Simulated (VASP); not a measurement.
# Re: convergence, equation of state

Re, Fm-3m (no. 225), 1 atom in the cell. PBE; PAW potentials Re (PBE set). VASP 6.6.1.

Wanted: equilibrium volume within 2.5 %; bulk modulus within 12.5 %.

What the run is for: choice of potentials; Accuracy asked: screening; Volumes (times the given one): 0.91, 0.94, 0.97, 1, 1.03, 1.06, 1.09.

## Potentials and cutoff

| Potentials and cutoff | Equilibrium volume (Å³/atom) | Bulk modulus (GPa) | Time (s) |
|---|---|---|---|
| Re_sv_GW, ENCUT 500 | 14.99 | 358.6 | 117 |
| Re_pv, ENCUT 450 | 15.08 | 360.4 | 96 |
| Re, ENCUT 450 | 14.98 | 365.6 | 79 |

Chosen: Re, ENCUT 450, the fastest of those that stay within the tolerance.

## All choices together

| Input | Equilibrium volume (Å³/atom) | Bulk modulus (GPa) | Time (s) |
|---|---|---|---|
| chosen settings | 14.98 | 365.6 | 79 |
| reference settings throughout | 14.99 | 358.6 | 117 |

The tolerance is met.

## The input

INCAR:
```
SYSTEM = Re
GGA = PE
ISMEAR = 1
SIGMA = 0.1
LWAVE = .FALSE.
LCHARG = .FALSE.
ISIF = 2
NSW = 0
ENCUT = 450
PREC = Accurate
LASPH = .TRUE.
LREAL = .FALSE.
ALGO = Normal
EDIFF = 1E-7
NELM = 120
GGA_COMPAT = .FALSE.
```

KPOINTS:
```
k-points
0
Gamma
  14 14 14
```

POSCAR.step1:
```
Re
1.0
    0.0000000000      1.9138779140      1.9138779140
    1.9138779140      0.0000000000      1.9138779140
    1.9138779140      1.9138779140      0.0000000000
Re
1
Direct
    0.0000000000      0.0000000000      0.0000000000
```

POSCAR.step2:
```
Re
1.0
    0.0000000000      1.9346825647      1.9346825647
    1.9346825647      0.0000000000      1.9346825647
    1.9346825647      1.9346825647      0.0000000000
Re
1
Direct
    0.0000000000      0.0000000000      0.0000000000
```

POSCAR.step3:
```
Re
1.0
    0.0000000000      1.9550491410      1.9550491410
    1.9550491410      0.0000000000      1.9550491410
    1.9550491410      1.9550491410      0.0000000000
Re
1
Direct
    0.0000000000      0.0000000000      0.0000000000
```

POSCAR.step4:
```
Re
1.0
    0.0000000000      1.9750000000      1.9750000000
    1.9750000000      0.0000000000      1.9750000000
    1.9750000000      1.9750000000      0.0000000000
Re
1
Direct
    0.0000000000      0.0000000000      0.0000000000
```

POSCAR.step5:
```
Re
1.0
    0.0000000000      1.9945557272      1.9945557272
    1.9945557272      0.0000000000      1.9945557272
    1.9945557272      1.9945557272      0.0000000000
Re
1
Direct
    0.0000000000      0.0000000000      0.0000000000
```

POSCAR.step6:
```
Re
1.0
    0.0000000000      2.0137353243      2.0137353243
    2.0137353243      0.0000000000      2.0137353243
    2.0137353243      2.0137353243      0.0000000000
Re
1
Direct
    0.0000000000      0.0000000000      0.0000000000
```

POSCAR.step7:
```
Re
1.0
    0.0000000000      2.0325563715      2.0325563715
    2.0325563715      0.0000000000      2.0325563715
    2.0325563715      2.0325563715      0.0000000000
Re
1
Direct
    0.0000000000      0.0000000000      0.0000000000
```

Commands (each step's output is kept before the next begins):
```
cat potpaw_PBE.64/Re/POTCAR > POTCAR
cp POSCAR.step1 POSCAR
mpirun -np 1 vasp_std > vasp.out
cp POSCAR.step2 POSCAR
mpirun -np 1 vasp_std > vasp.out
cp POSCAR.step3 POSCAR
mpirun -np 1 vasp_std > vasp.out
cp POSCAR.step4 POSCAR
mpirun -np 1 vasp_std > vasp.out
cp POSCAR.step5 POSCAR
mpirun -np 1 vasp_std > vasp.out
cp POSCAR.step6 POSCAR
mpirun -np 1 vasp_std > vasp.out
cp POSCAR.step7 POSCAR
mpirun -np 1 vasp_std > vasp.out
```

Limits: Total energies under different potentials can't be compared; the cell and the gap can.

The chosen input took VASP 6.6.1 79 s on 1 core (Intel Xeon Platinum 8259CL @ 2.50GHz (Skylake/Cascade Lake)), a shared host.
